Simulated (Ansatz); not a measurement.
# Smearing, entropy and the zero-width energy in AlNi3

Theory: DFT PBE, scalar-relativistic, plane waves, PAW (Ansatz).

```
Al Ni
1.0
     0.00000    2.80189    2.80189
     2.80189    0.00000    2.80189
     2.80189    2.80189    0.00000
Al Ni
1 3
Cartesian
  2.8019 2.8019 2.8019
  1.4009 1.4009 1.4009
  0.0000 0.0000 0.0000
  4.2028 4.2028 4.2028
```

The plane-wave cutoff is 420 eV. The Γ-centred k-mesh is 14×14×14. The spin treatment is unpolarised.

The same metal under several smearings of width σ, on one mesh. F is the free energy, TS the smearing's entropy term for the cell of 4 atoms, and E = F + TS. Gaussian occupations are ½ erfc[(ε − μ)/σ], and N counts both spins.

```csv
rule,σ (eV),F − F(narrowest) (meV/atom),TS (meV/cell)
Fermi–Dirac,0.01,-0.081,0.735
Fermi–Dirac,0.05,-2.679,23.161
Fermi–Dirac,0.2,-57.145,499.401
Gaussian,0.01,0.000,0.127
Gaussian,0.1,-1.538,13.402
```

For a density of states N (both spins) that is flat over the smeared range, TS = Nσ²/2 (Gaussian) and (π²/3)Nσ² (Fermi–Dirac). What N does each run give?

```csv
rule,σ (eV),N (states/eV a cell)
Fermi–Dirac,0.01,2.23
Fermi–Dirac,0.05,2.82
Fermi–Dirac,0.2,3.79
Gaussian,0.01,2.54
Gaussian,0.1,2.68
```

Equal entropy needs σ_Gauss = π√(2/3) σ_FD = 2.57 σ_FD, so a Fermi–Dirac width acts like a Gaussian one 2.57 times as large. At moderate widths N lies between 2.68 and 2.82, nearly constant, so the density of states is smooth near the Fermi level and the mesh resolves it. At the narrowest widths only the few mesh levels within σ of μ count, so N can scatter there.

To second order F = E0 − TS/2 and E = E0 + TS/2. How well does E0 = (E + F)/2 undo the smearing?

```tsv
rule	σ (eV)	F − E0(narrowest) (meV/atom)	(E + F)/2 − E0(narrowest) (meV/atom)
Fermi–Dirac	0.01	-0.10	0.00
Fermi–Dirac	0.05	-2.70	0.20
Fermi–Dirac	0.2	-57.16	5.26
Gaussian	0.01	-0.02	0.00
Gaussian	0.1	-1.55	0.12
```

At Fermi–Dirac 0.05 eV the free energy is off by -2.70 meV/atom and the mean by 0.20. What remains is of order σ⁴ plus the mesh error of the narrowest run, which is no exact reference. Forces and stress are derivatives of F, not of E0, so they keep the σ² error.

The apparent density of states rises to 3.79 states/eV a cell at the widest Fermi–Dirac smearing, so the flat-band picture that holds at moderate widths breaks down there. The likely reason is the nearly filled Ni 3d manifold: the Fermi level probably lies near its upper edge, and a broad occupation tail reaches the denser d states below. Entropy then grows faster than σ², which also explains why the averaged energy overshoots by 5.26 meV/atom instead of cancelling the smearing.

That residual nevertheless grows much more slowly between the two wider Fermi–Dirac runs than a pure fourth-power law would require. This suggests that higher-order terms matter at the large width, or that mesh error contributes to the small residual at 0.05 eV.

The coordinates describe D0₃-type order on a bcc-like lattice, not the L1₂ order of the well-known Ni₃Al ground state. The densities of states found here therefore shouldn't be carried over to that phase, whose d bands have a different shape around the Fermi level.
